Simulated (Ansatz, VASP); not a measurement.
Ni: VASP beside Ansatz

```
Ni
1.0
     2.48939    0.00000    0.00000
     0.00000    2.48939    0.00000
     0.00000    0.00000   16.52050
Ni
3
Direct
  0.00000 0.00000 0.39665
  0.50000 0.50000 0.50000
  0.00000 0.00000 0.60335
```

Alike in both runs: functional PBE; k mesh 16 × 16 × 1; occupations fermi-dirac, width 0.1 eV; collinear spin.

Ansatz relaxed the structure, and its values are those at the end. VASP's run is a single point on that final structure, the one shown.

```csv
,VASP,Ansatz
version,VASP 6.6.1,Ansatz 0.2.0
potentials or method,"VASP PAW PBE potentials, release 64 (Ni)","PAW with Ansatz's default frozen-core files, scalar-relativistic"
plane-wave cutoff (eV),520,420
valence electrons in the cell,30,54
```

```csv
,VASP,Ansatz,Ansatz less VASP
rms of the force components (eV/Å),0.005,0.004,-0.0009
net moment per atom (μB),0.69,0.70,+0.013
size of the moment on the site where the two differ most (μB),0.65,0.69,+0.043
```

Site moments also hang on the region over which each program counts them. The two sets of potentials don't hold the same shells in valence. Ansatz warned: «stress_scf_threshold_loose».
